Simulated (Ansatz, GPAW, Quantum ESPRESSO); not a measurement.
# Sn: programs and potentials compared

```
CELL_PARAMETERS angstrom
-2.94014 2.94014 1.59930
2.94014 -2.94014 1.59930
2.94014 2.94014 -1.59930
ATOMIC_POSITIONS crystal
Sn 0.00000 0.00000 0.00000
Sn 0.75000 0.25000 0.50000
```

Alike in all runs: task band structure; functional PBE; k mesh 9 × 9 × 9; occupations fermi-dirac, width 0.05 eV; no spin polarisation; no spin-orbit coupling. Pressure is positive in compression and, in plane waves, holds the error of the finite cutoff.

```
                            program and potentials  plane-wave cutoff (eV)  notes  pressure (GPa)
    Ansatz, all-electron LAPW, scalar-relativistic                       -      -            1.40
        GPAW, GPAW PAW data sets (gpaw-data 1.2.1)                     600      -            1.13
Quantum ESPRESSO, PseudoDojo 0.4.1 SR PBE standard                     980      -            1.45
```

The pressure spans 1.13 (GPAW, GPAW PAW data sets (gpaw-data 1.2.1)) to 1.45 GPa (Quantum ESPRESSO, PseudoDojo 0.4.1 SR PBE standard), with all-electron results at 1.40.

The functional is the same throughout but for its coding, so the spread measures potentials, basis and numerics; runs on potential files found faulty are left out.

All three calculations put this cell of white (β) tin under compression, so the PBE equilibrium volume is larger than the one used here. The shared sign, with the all-electron value at 1.40 GPa, points to the functional rather than to the potentials. PBE tends to underbind heavy p-block elements: its gradient correction favours inhomogeneous densities and so weakens the attraction between large, polarisable atoms. White tin is also a fairly soft metal, so a given pressure corresponds to a larger expansion than it would in a stiffer one, here a few per cent in volume.

Quantum ESPRESSO, at 1.45 GPa, lies close to the all-electron result, while GPAW is lower at 1.13 GPa, possibly through its data set or an incompletely converged basis, which typically lowers the calculated pressure. The disagreement is small compared with the pressure itself and leaves the direction of relaxation unchanged. Because pressure averages the stress over the three axes, it does not show whether the tetragonal axial ratio would change as the cell expands.
